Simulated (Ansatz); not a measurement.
# Rh: a trigonal deformation path

This session takes Rh and sets out to look for other minima along a trigonal path.

Program: Ansatz 0.2.0. Level of theory: DFT PBE, scalar-relativistic, plane waves, PAW. These are calculated values, not measurements.

### Step 1. The starting structure

The structure is cubic, space group Fm-3m (No. 225). The conventional cell has a = 3.803 Å, b = 3.803 Å, c = 3.803 Å, α = 90.00°, β = 90.00°, γ = 90.00°. Around Rh (site symmetry m-3m) lie 12 Rh at 2.69 Å.

Coordinates:

```
CELL_PARAMETERS angstrom
0.00000 1.90155 1.90155
1.90155 0.00000 1.90155
1.90155 1.90155 0.00000
ATOMIC_POSITIONS crystal
Rh 0.00000 0.00000 0.00000
```

The cell is taken as given, not relaxed at this level.

### Step 2. Zero of energy

The reference gives a free energy of -6402.8913 eV, pressure 5.79 GPa, largest force 0.000 eV/Å and gap on the mesh none (metal). It was computed beforehand with the settings of the runs below.

### Step 3. The scan: a trigonal deformation path

At fixed volume and fractional coordinates, lengths along (0.577, 0.577, 0.577) are scaled against those across it; ρ is that ratio over its starting value.

### Step 4. At ρ = 0.500

File input.yaml:

```yaml
crystal:
  lattice:
    - [-0.7986009575, 1.597201915, 1.597201915]
    - [1.597201915, -0.7986009575, 1.597201915]
    - [1.597201915, 1.597201915, -0.7986009575]
  atoms:
    - { symbol: Rh, position: [0.0, 0.0, 0.0] }
basis:
  ecutwfc: 420
kpoints:
  mp_grid: { grid: [24, 24, 24] }
hamiltonian:
  xc: pbe
scf:
  occupations: { method: gaussian, width: 0.15 }
output:
  forces: true
  stress: true
  eigenvalues: true
```

Run with:

```sh
ansatz run input.yaml --threads 1 --pin off --max-ram 2560MiB --backend cpu --events-out ev --progress --plain --runs-dir out
```

Further runs follow: point ρ = 2.000; At ρ = 0.710; ρ = 1.410; ρ = 0.600; ρ = 0.850; point ρ = 1.200; point ρ = 1.700; ρ = 0.930; point ρ = 1.080.

Q: Predict the outcome of this session. Wanted: highest point.

As calculated:

| quantity | value |
| --- | --- |
| highest point | 5261.9 meV/atom at ρ = 2.000 |

In words: No sampled point lies below the undisturbed cell. No further minimum shows among the sampled points. At ρ = 0.500 the cell takes another symmetry, Pm-3m, 1109.5 meV/atom from the start at this fixed volume.
